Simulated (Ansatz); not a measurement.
# ³³S NMR of the central transition in MoS2 at a changed volume

Cell: a structure deposited in the COD, relaxed with PBE at fixed cell and then changed (volume scaled by 1.06, ions relaxed).

```yaml
crystal:
  lattice:
    - [1.61252, 0.93099, 6.24343]
    - [-1.61252, 0.93099, 6.24343]
    - [0.00000, -1.86198, 6.24343]
  atoms:
    - { symbol: Mo, position: [0.00000, 0.00000, 0.00000] }
    - { symbol: S, position: [0.25088, 0.25088, 0.25088] }
    - { symbol: S, position: [0.41582, 0.41582, 0.41582] }
```

Sites (sets of like atoms) are named by element and the number of their first atom in this list.

Computed with Ansatz: DFT, PBE, plane waves and PAW, scalar-relativistic, collinear spin, 420 eV cutoff, Γ-centred 16×16×16 k-points, Fermi–Dirac smearing 0.02 eV. Start moments as typed (μB): 2 on each Mo, none on the rest.

³³S has I = 3/2 and Q = -69.40 mb (Pyykkö 2018); at 7.05 T its Larmor frequency is ν₀ = 23.1 MHz. Only the quadrupole interaction is simulated: positions count from each site's isotropic chemical shift, and shift anisotropy, dipolar and J coupling are left out.

Q: What does the ³³S spectrum (static powder) show for each site?

A: 

| site | first shell | C_Q (MHz) | η | P_Q (MHz) | δ_QIS (ppm) | breadth (kHz) |
| --- | --- | --- | --- | --- | --- | --- |
| S2 | 3 Mo at 2.42 Å | 9.58 | 0.00 | 9.58 | -4313 | 518 |
| S3 | 3 Mo at 2.42 Å | 9.39 | 0.00 | 9.39 | -4140 | 497 |

δ_QIS = −(ν_Q²/30ν₀²)[I(I+1) − 3/4](1 + η²/3) × 10⁶ ppm with ν_Q = 3|C_Q|/[2I(2I−1)]; it falls as 1/B₀² in ppm, and the breadth as 1/B₀ in kHz.

An axis of threefold or higher order runs through S2 and S3, so V_zz lies along it and η is zero.

With ν_Q/ν₀ up to 0.21, terms beyond second order are no longer negligible.

Without spin–orbit coupling (the program notes it for Mo) the gradients can shift somewhat, as the gap is small. The start moments die out, and the run ends without spin.
